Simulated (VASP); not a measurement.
Output of a VASP run:

**OSZICAR**
```
...
DAV:   3    -0.186613483685E+02   -0.10130E+02   -0.10121E+02   616   0.935E+01
DAV:   4    -0.189814212299E+02   -0.32007E+00   -0.31996E+00   824   0.126E+01
DAV:   5    -0.189857020338E+02   -0.42808E-02   -0.42808E-02   608   0.145E+00    0.737E+00
DAV:   6    -0.179025769627E+02    0.10831E+01   -0.58187E+00   536   0.174E+01    0.308E+00
DAV:   7    -0.178918745168E+02    0.10702E-01   -0.16152E-01   688   0.380E+00    0.162E+00
DAV:   8    -0.179003367403E+02   -0.84622E-02   -0.27403E-02   656   0.216E+00    0.188E-01
DAV:   9    -0.179040822174E+02   -0.37455E-02   -0.75134E-03   680   0.672E-01    0.140E-01
DAV:  10    -0.179048311047E+02   -0.74889E-03   -0.13348E-03   600   0.284E-01    0.293E-02
DAV:  11    -0.179048299064E+02    0.11983E-05   -0.10283E-04   680   0.879E-02    0.101E-02
DAV:  12    -0.179048367201E+02   -0.68137E-05   -0.19595E-05   616   0.354E-02    0.356E-03
DAV:  13    -0.179048368249E+02   -0.10482E-06   -0.30951E-06   752   0.136E-02    0.325E-03
DAV:  14    -0.179048364523E+02    0.37263E-06   -0.52662E-07   624   0.819E-03    0.460E-04
DAV:  15    -0.179048364663E+02   -0.14074E-07   -0.27238E-08   352   0.163E-03
   1 F= -.16657515E+02 E0= -.16657515E+02  d E =-.166575E+02
       N       E                     dE             d eps       ncg     rms          rms(c)
DAV:   1    -0.187221486602E+02   -0.81731E+00   -0.20025E+01   616   0.468E+01    0.715E+00
DAV:   2    -0.179433675134E+02    0.77878E+00   -0.37303E+00   512   0.162E+01    0.184E+00
DAV:   3    -0.178697946214E+02    0.73573E-01   -0.15155E-01   792   0.480E+00    0.743E-01
DAV:   4    -0.178602564147E+02    0.95382E-02   -0.77937E-02   832   0.233E+00    0.253E-01
DAV:   5    -0.178606106473E+02   -0.35423E-03   -0.11400E-03   584   0.363E-01    0.225E-01
DAV:   6    -0.178626445703E+02   -0.20339E-02   -0.32574E-03   848   0.374E-01    0.619E-02
DAV:   7    -0.178626514659E+02   -0.68956E-05   -0.10404E-04   640   0.131E-01    0.205E-02
DAV:   8    -0.178626675155E+02   -0.16050E-04   -0.26286E-05   688   0.578E-02    0.527E-03
DAV:   9    -0.178626672532E+02    0.26228E-06   -0.87800E-07   560   0.101E-02    0.259E-03
DAV:  10    -0.178626671478E+02    0.10544E-06   -0.11894E-07   384   0.387E-03    0.348E-04
DAV:  11    -0.178626671409E+02    0.69340E-08   -0.16274E-08   264   0.140E-03
   2 F= -.16690474E+02 E0= -.16690474E+02  d E =-.329587E-01
       N       E                     dE             d eps       ncg     rms          rms(c)
DAV:   1    -0.178948461425E+02   -0.32179E-01   -0.46818E-01   616   0.721E+00    0.107E+00
DAV:   2    -0.178770905635E+02    0.17756E-01   -0.83648E-02   536   0.244E+00    0.281E-01
DAV:   3    -0.178753159735E+02    0.17746E-02   -0.32895E-03   752   0.718E-01    0.114E-01
DAV:   4    -0.178750819812E+02    0.23399E-03   -0.21259E-03   808   0.375E-01    0.423E-02
DAV:   5    -0.178750864014E+02   -0.44202E-05   -0.32513E-05   592   0.586E-02    0.410E-02
DAV:   6    -0.178751255138E+02   -0.39112E-04   -0.44224E-05   920   0.448E-02    0.195E-02
DAV:   7    -0.178751249779E+02    0.53592E-06   -0.17167E-05   720   0.519E-02    0.586E-03
DAV:   8    -0.178751250435E+02   -0.65630E-07   -0.10433E-06   592   0.106E-02    0.235E-03
DAV:   9    -0.178751249168E+02    0.12668E-06   -0.88698E-07   560   0.799E-03    0.340E-03
DAV:  10    -0.178751247556E+02    0.16117E-06   -0.42527E-07   544   0.578E-03    0.440E-04
DAV:  11    -0.178751247225E+02    0.33159E-07   -0.74601E-09   256   0.945E-04
   3 F= -.16691684E+02 E0= -.16691684E+02  d E =-.341691E-01
```

**OUTCAR**
```
------------------------ aborting loop because EDIFF is reached ----------------------------------------
  FORCE on cell =-STRESS in cart. coord.  units (eV):
  Direction    XX          YY          ZZ          XY          YZ          ZX
  --------------------------------------------------------------------------------------
  Total        1.1852028      1.1852028      1.1852028      0.0000000      0.0000000      0.0000000
  in kB       50.0744559     50.0744559     50.0744559      0.0000000      0.0000000      0.0000000
  external PRESSURE =       0.0744559 kB  Pullay stress =      50.0000000 kB
  volume of cell :       37.92
      direct lattice vectors                 reciprocal lattice vectors
     0.000000000  2.666565998  2.666565998    -0.187507079  0.187507079  0.187507079
     2.666565998 -0.000000000  2.666565998     0.187507079 -0.187507079  0.187507079
     2.666565998  2.666565998  0.000000000     0.187507079  0.187507079 -0.187507079
 POSITION                                       TOTAL-FORCE (eV/Angst)
 -----------------------------------------------------------------------------------
      0.00000      0.00000      0.00000         0.000000      0.000000     -0.000000
      1.33328      1.33328      1.33328        -0.000000     -0.000000     -0.000000
      3.99985      3.99985      3.99985         0.000000      0.000000      0.000000
 -----------------------------------------------------------------------------------
    total drift:                                0.000000     -0.000000      0.000000
  FREE ENERGIE OF THE ION-ELECTRON SYSTEM (eV)
  ---------------------------------------------------
  free  energy   TOTEN  =       -17.8751247225 eV

  energy  without entropy=      -17.8751247225  energy(sigma->0) =      -17.87512472
  enthalpy is  TOTEN    =       -16.6916842206 eV   P V=        1.1834405019

 reached required accuracy - stopping structural energy minimisation
```
(Selected blocks of OUTCAR.)

### POSCAR
```
CaF2
1
    0.0000000000     2.7137071616     2.7137071616
    2.7137071616     0.0000000000     2.7137071616
    2.7137071616     2.7137071616     0.0000000000
Ca F
1 2
Direct
  0.0000000000   0.0000000000   0.0000000000
  0.2500000000   0.2500000000   0.2500000000
  0.7500000000   0.7500000000   0.7500000000
```

**Question.** Reconstruct the remaining input files.

**Answer.** This is not unique; one that fits is the input of the run itself, PBEsol GGA, plane waves, VASP's PBE PAW potentials (set 64).

### INCAR
```
! general
SYSTEM =CaF2
PREC   =Accurate
ENCUT  =600
LREAL  =.FALSE.
LASPH  =.TRUE.

! electronic loop
EDIFF  =1E-7
NELM   =100
ALGO   =Normal

! smearing
ISMEAR =0
SIGMA  =0.05

! functional
GGA    =PS

! ions
IBRION =2
NSW    =40
ISIF   =3
EDIFFG =-0.01
PSTRESS=50

! output
LWAVE  =.FALSE.
LCHARG =.FALSE.
```

KPOINTS:
```
Regular mesh
0
G
6 6 6
```

POTCAR, in this order: Ca_sv F (PBE.64 set). Program: vasp_std.

Energy and stress use the plane-wave basis of the starting cell.

The compound is CaF2 in the fluorite structure. This run relaxes it under an external pressure of 5 GPa. Symmetry was kept, so distortions that lower it aren't found.
